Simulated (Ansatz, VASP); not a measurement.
**FeSi: VASP beside Ansatz**

File INCAR:

```
SYSTEM = FeSi
  PREC = Accurate
  ENCUT = 600
  EDIFF = 1E-6
  ISMEAR = 0
  SIGMA = 0.05
  LREAL = .False.
  LASPH = .True.
  NELM = 80
  ALGO = Normal
  ISIF = 3
  LWAVE = .False.
  LCHARG = .False.
  GGA = PS
  IBRION = 2
  NSW = 50
  EDIFFG = -0.01
```

Contents of KPOINTS:

```
regular mesh
0
Gamma
  16 16 16
  0 0 0
```

POSCAR

```
FeSi
1.0
    2.7315396637      0.0000000000      0.0000000000
    0.0000000000      2.7315396637      0.0000000000
    0.0000000000      0.0000000000      2.7315396637
Fe Si
1 1
Direct
    0.0000000000      0.0000000000      0.0000000000
    0.5000000000      0.5000000000      0.5000000000
```

Input for Ansatz:

```yaml
crystal:
  lattice:
    - [2.7315396637, 0.0, 0.0]
    - [0.0, 2.7315396637, 0.0]
    - [0.0, 0.0, 2.7315396637]
  atoms:
    - { symbol: Fe, position: [0.0, 0.0, 0.0] }
    - { symbol: Si, position: [0.5, 0.5, 0.5] }
basis:
  ecutwfc: 420
  ecutrho_ratio: 4
kpoints:
  mp_grid: { grid: [16, 16, 16] }
hamiltonian:
  xc: pbesol
scf:
  occupations: { method: gaussian, width: 0.05 }
output:
  forces: true
  stress: true
  eigenvalues: true
relax:
  f_tol: 0.01
  max_steps: 30
  cell: { stress_tol: 0.05 }
```

The cell was built by a generator and needn't be a form met in nature.

Alike in both runs: task relaxation of cell and atoms; functional PBEsol; k mesh 16 × 16 × 16; occupations gaussian, width 0.05 eV; no spin polarisation.

|  | VASP | Ansatz |
| --- | --- | --- |
| version | VASP 6.6.1 | Ansatz 0.2.0 |
| potentials or method | VASP PAW PBE potentials, release 64 (Fe, Si) | scalar-relativistic, plane waves, PAW |
| plane-wave cutoff (eV) | 600 | 420 |
| valence electrons in the cell | 12 | 20 |

```tsv
	VASP	Ansatz	Ansatz less VASP
gap on the k mesh at the Fermi level, each at its own relaxed structure (eV)	none	none	-
relaxed volume (Å³/atom)	10.22	10.20	-0.022
relaxed cell length with the largest relative difference (Å)	2.734	2.732	-0.0020
```

A gap of «none» marks a metal or a gap that the smearing closes. The two sets of potentials don't hold the same shells in valence.

Caveats: the PAW data sets were made with another functional, which shifts forces and pressure a little (VASP). Spin polarisation is off, so any magnetic state and its effect on volume and gap are missing.
